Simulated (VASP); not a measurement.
# SrO: relaxation of cell and atoms with PBEsol

The system is SrO.

```
Sr O
1.0
     0.00000    2.58066    2.58066
     2.58066    0.00000    2.58066
     2.58066    2.58066    0.00000
Sr O
1 1
Direct
  0.00000 0.00000 0.00000
  0.50000 0.50000 0.50000
```

```yaml
Program: VASP 6.6.1
Task: relaxation of cell and atoms
Functional: PBEsol
Potentials_or_basis: VASP PAW PBE potentials, release 64 (Sr_sv, O_s)
Cutoff: 480 eV
k_mesh: 8 × 8 × 8
Occupations: gaussian, width 0.02 eV
Spin: no spin polarisation
Further_INCAR_settings: ALGO = Normal; EDIFF = 1e-07; IBRION = 2; EDIFFG = -0.005; NSW = 90; ISIF = 3
```

| Item | Value |
| --- | --- |
| Relaxed volume | 16.90 Å³/atom |
| Relaxed cell | a = 3.629 Å, b = 3.629 Å, c = 3.629 Å, α = 60.00°, β = 60.00°, γ = 60.00° |
| Space group after relaxing (to 0.05 Å) | Fm-3m (No. 225) |
| Energy gained by relaxing | 1.4 meV/atom |
| Ionic steps | 3 |
| Pressure after relaxing | 0.0 GPa |
| Band gap on the k mesh | 3.16 eV, indirect (least direct gap 3.24 eV) |

The path:
```
step  energy change (eV)  largest force (eV/Å)  pressure (GPa)  volume (Å³)
   1              0.0000                0.0000           -1.51        34.37
   2             -0.0022                0.0000            0.67        33.57
   3             -0.0027                0.0000            0.00        33.81
```

Final structure:
```
Sr O
1.0
     0.00000    2.56641    2.56641
     2.56641    0.00000    2.56641
     2.56641    2.56641    0.00000
Sr O
1 1
Direct
  0.00000 0.00000 0.00000
  0.50000 0.50000 0.50000
```

Levels at points of the mesh, in eV from the valence-band top:
| k point | band 4 | band 5 | band 6 | band 7 | band 8 | band 9 | band 10 | band 11 | band 12 |
| --- | --- | --- | --- | --- | --- | --- | --- | --- | --- |
| (0.00, 0.00, 0.00) | -13.86 | -13.86 | 0.00 | 0.00 | 0.00 | 3.86 | 6.18 | 6.18 | 6.18 |
| (0.50, 0.00, 0.00) | -13.95 | -12.67 | -2.24 | -1.16 | -1.16 | 6.51 | 8.33 | 8.88 | 8.88 |
| (0.50, 0.50, 0.00) | -14.25 | -14.25 | -0.43 | -0.08 | -0.08 | 3.16 | 7.81 | 10.24 | 10.27 |

It took 27 s on 1 thread of Intel(R) Xeon(R) Platinum 8488C (Sapphire Rapids) (shared host), peak memory 0.17 GiB.

Caveat: the PAW data sets were made with another functional, which shifts forces and pressure a little. A k mesh can miss the band edges.
